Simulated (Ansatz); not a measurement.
# 1T-PtSTe monolayer in a perpendicular field, part 3 of 3

Aim: how the 1T-PtSTe monolayer screens a field along its normal, and what the field does to its bands. A positive field points along +c.

Ansatz 0.2.0; plane-wave DFT, PBE-D3(BJ), Ansatz PAW.

So far, gap along the path (eV): step 3 (single point, field 0) 0.866; step 4 (field 0.1 V/Å) 0.855.

## Step 5: Single point, field -0.1 V/Å

File input.yaml:

```yaml
crystal:
  lattice:
    - [3.7642413527, 0.0, 0.0]
    - [-1.8821206764, 3.2599286374, 0.0]
    - [0.0, 0.0, 20.6619944951]
  atoms:
    - { symbol: Te, position: [0.6666666667, 0.3333333333, 0.4355823443] }
    - { symbol: Pt, position: [0.0, 0.0, 0.5063036023] }
    - { symbol: S, position: [0.3333333333, 0.6666666667, 0.5644176557] }
kpoints:
  mp_grid: { grid: [12, 12, 1] }
  band_path:
    path: [[0, 0, 0], [0.5, 0, 0], [0.33333333, 0.33333333, 0], [0, 0, 0]]
    npoints: 16
hamiltonian:
  xc: pbe
  dispersion: d3bj
scf:
  occupations: { method: fermi_dirac, width: 0.02585 }
  convergence: { dr2_threshold: 1.0e-10 }
efield:
  axis: 3
  dipole_correction: true
  ramp_position: 0.97
  ramp_width: 0.06
  amplitude: -0.1
output:
  write_potential: true
  write_density: true
  volumetric_format: npy
```

Launch:

```bash
> ansatz run input.yaml --threads 2 --pin off --max-ram 3072MiB --backend cpu --events-out ev --progress --plain --runs-dir out
```

Numbers of over 12 decimals in the logs are rounded to 6 here.

The log of the run:

```text
[...]
Crystal: 3 atoms, lattice volume = 253.547 Å³
Basis set: ecut = 420 eV, 4965 PW (Γ)
Bands: 24, of which v1, the nominal top of the filled ones, is band 20 counted from 1 (19 counted from 0)
Symmetry: 6 space group operations
[...]
k-points: 19 of 144 (time reversal used)
[...]
--- Band table (eV; the first three rows and the last of 19) ---
  k-point 0: bands = [... 16 lower, -2.8575, -1.5877, -1.1177, -1.1177, 1.8203, 1.8203, 2.9257, 4.0700]
  k-point 1: bands = [... 16 lower, -2.9394, -1.6718, -1.1395, -1.1346, 1.2880, 1.6860, 3.1223, 4.3042]
  k-point 2: bands = [... 16 lower, -3.2358, -1.7973, -1.2530, -1.1294, 0.4003, 1.4428, 3.5533, 4.5611]
  k-point 18: bands = [... 16 lower, -4.1649, -3.2193, -2.5195, -2.1031, -0.2214, 1.0333, 4.0280, 5.8987]
[key lines of the parts left out:]
SCF converged after 13 iterations
Free energy (F): -20406.796051 eV
Fermi energy:    -0.637742 eV
Dipole field:    D = -0.097968 V/Å  (p = -0.137272 e·Å, saw-weighted, corrected)
```

The job ended after 11 s (2 threads of Arm Neoverse V2, shared host; peak memory 0.49 GiB; 22 s of CPU time).

The dipole is -0.137 e·Å, -0.0341 e·Å from its value without field, and the gap 0.876 eV.

## Step 6: Response, atoms held

This step: plane-wave DFT, PBE-D3(BJ), Ansatz PAW; response to a field along the normal, atoms held (Ansatz 0.2.0).

The dipoles give the slope, and the difference of two potentials shows where the field is screened.

This step gave:

| Item | Value |
| --- | --- |
| equivalent conductor thickness p/(ε₀AE) | 5.030 Å |
| distance between the outer atoms | 2.662 Å |

Dipole of the cell against applied field:

```
applied field (V/Å)  dipole of the cell (e·Å)
            -0.1000                    -0.137
             0.0000                    -0.103
             0.1000                   -0.0690
```

Local field over the applied field, running mean. From the potentials at -0.1 and 0.1 V/Å; running mean over 2.5 Å. The local field over applied field by z:

z (Å), local field over applied field and a bar:
```
      4.5      0.995 ##############################
      5.0      0.988 ##############################
      5.5      0.970 #############################
      6.0      0.928 ############################
      6.5      0.844 #########################
      7.0      0.707 #####################
      7.5      0.542 ################
      8.0      0.369 ###########
      8.5      0.210 ######
      9.0      0.094 ##
      9.5      0.036 #
     10.0      0.014 
     10.5      0.020 
     11.0      0.061 #
     11.5      0.149 ####
     12.0      0.288 ########
     12.5      0.459 ##############
     13.0      0.634 ###################
     13.5      0.791 ########################
     14.0      0.903 ###########################
     14.5      0.962 #############################
     15.0      0.986 ##############################
     15.5      0.995 ##############################
     16.0      0.998 ##############################
     16.5      0.999 ##############################
```

Electrons, planar mean, per unit field. The induced electron density by z:

```
z (Å)  induced electron density (e/Å³ per V/Å)
 4.02                                   7.7e-6
 4.30                                   1.4e-5
 4.74                                   3.4e-5
 5.02                                   5.9e-5
 5.45                                   1.4e-4
 5.74                                   2.3e-4
 6.03                                   3.8e-4
 6.46                                   7.9e-4
 6.74                                  0.00124
 7.03                                  0.00187
 7.46                                  0.00294
 7.75                                  0.00324
 8.18                                  0.00207
 8.47                                  0.00108
 8.75                                  0.00102
 9.18                                   5.7e-4
 9.47                                   3.3e-4
 9.76                                  -2.0e-6
10.19                                  -1.5e-4
10.47                                  -3.2e-4
10.90                                   5.4e-5
11.19                                  -4.5e-4
11.48                                 -0.00105
11.91                                 -0.00146
12.20                                 -0.00248
12.48                                 -0.00335
12.91                                 -0.00285
13.20                                 -0.00198
13.63                                  -9.7e-4
13.92                                  -5.7e-4
14.21                                  -3.3e-4
14.64                                  -1.4e-4
14.92                                  -7.4e-5
15.21                                  -4.0e-5
15.64                                  -1.5e-5
15.93                                  -8.1e-6
16.36                                  -3.0e-6
16.64                                  -1.6e-6
```

The smaller of the gaps on the path and on the k-mesh, counted as 0 under 0.03 eV. Gap against applied field:

```
applied field (V/Å)  gap (eV)
            -0.1000     0.876
             0.0000     0.866
             0.1000     0.856
```

By hand: between -0.1 and 0.1 V/Å the dipole changes by 0.06823 e·Å, a slope of 0.3411 e·Å²/V. A perfect conductor of thickness t has p = ε₀AEt, so t = 180.95 × 0.3411 / 12.271 = 5.03 Å (e/ε₀ = 180.95 V·Å, A in Å²).

The induced dipole is that of a conductor 5.03 Å thick.

## Step 7: Summary of results

```
gap without field                          : 0.866 eV
ionisation energy, upper face              : 6.26 eV
electron affinity, upper face              : 5.40 eV
step between the vacuum levels             : 1.52 eV
equivalent conductor thickness, atoms held : 5.03 Å
```

**Reading.** The induced dipole equals that of a perfect conductor 5.03 Å thick, while the outer atoms lie 2.66 Å apart; an out-of-plane ε follows only once a thickness t is chosen, by 1 − 1/ε = 5.03 Å / t. The two faces differ: the vacuum level above lies 1.52 eV higher than the one below. The gap goes from 0.87 eV to 0.88 eV at -0.1 V/Å. Semilocal functionals give gaps that are too small, and excitons are not included. Spin-orbit coupling is left out, which matters for the bands of elements this heavy.

[Logs are printed without paths, hosts, clocks, repeated set-up lines and the standing remarks that a program may print on its own settings, such as how far it seeks lower states.]

[Hosts, paths, dates, database ids (printed as entryN), source tags and the programs' standing remarks are cut or masked in the printed files.]

[Maps of the electrostatic potential energy from Ansatz leave out the sawtooth potential of an applied field or a dipole correction, so their vacuum need not be flat; planar profiles and work functions include it.]
